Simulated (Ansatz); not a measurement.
Does relaxation matter for the field gradients of Zr3N4?

Start: a structure deposited in the COD.

```cif
data_Zr3N4
_symmetry_space_group_name_H-M 'I-43d'
_symmetry_Int_Tables_number 220
_cell_length_a 6.7400
_cell_length_b 6.7400
_cell_length_c 6.7400
_cell_angle_alpha 90.000
_cell_angle_beta 90.000
_cell_angle_gamma 90.000
loop_
_atom_site_label
_atom_site_type_symbol
_atom_site_symmetry_multiplicity
_atom_site_Wyckoff_symbol
_atom_site_fract_x
_atom_site_fract_y
_atom_site_fract_z
Zr Zr 12 a 0.3750 0.0000 0.2500
N N 16 c 0.0630 0.0630 0.0630
```

One atom of each set is listed; the run and its k-mesh use a cell of 14 atoms with edges of 5.84, 5.84, 5.84 Å.

Level of theory: DFT, PBE, plane waves and PAW, scalar-relativistic, 420 eV cutoff, Γ-centred 6×6×6 k-points, Fermi–Dirac smearing 0.02 eV (Ansatz 0.2.0).

The largest force at the start is 0.32 eV/Å. Relaxing the ions at fixed cell moves them by 0.067 Å at most (atom 12, N) and 0.050 Å rms. End positions:

Zr (0.3750, 0.0000, 0.2500)
N (0.0687, 0.0687, 0.0687)

```json
{"site": "Zr", "moved (Å)": "0.000", "first shell before": "8 N at 2.19–2.49 Å", "first shell after": "8 N at 2.23–2.44 Å", "V_zz before (10²¹ V/m²)": "14.01", "η before": "0.00"}
{"site": "N", "moved (Å)": "0.067", "first shell before": "6 Zr at 2.19–2.49 Å", "first shell after": "6 Zr at 2.23–2.44 Å", "V_zz before (10²¹ V/m²)": "0.89", "η before": "0.00"}
```

Question: How do the gradients change?

Answer: 

```json
{"site": "Zr", "V_zz after": "9.98", "η after": "0.00", "change of V_zz": "-4.03"}
{"site": "N", "V_zz after": "0.57", "η after": "0.00", "change of V_zz": "-0.32"}
```

The largest change of V_zz is on Zr, from 14.01 to 9.98. In per cent, |V_zz| changes by -29 on Zr, -35 on N (all sites that start above 0.5).

Without spin–orbit coupling (the program notes it for Zr) the gradients can shift somewhat, as the gap is small. With a gap of 0.7 eV on this mesh, small gradients can still move by 0.1 × 10²¹ V/m² or more as the k-mesh gets denser.
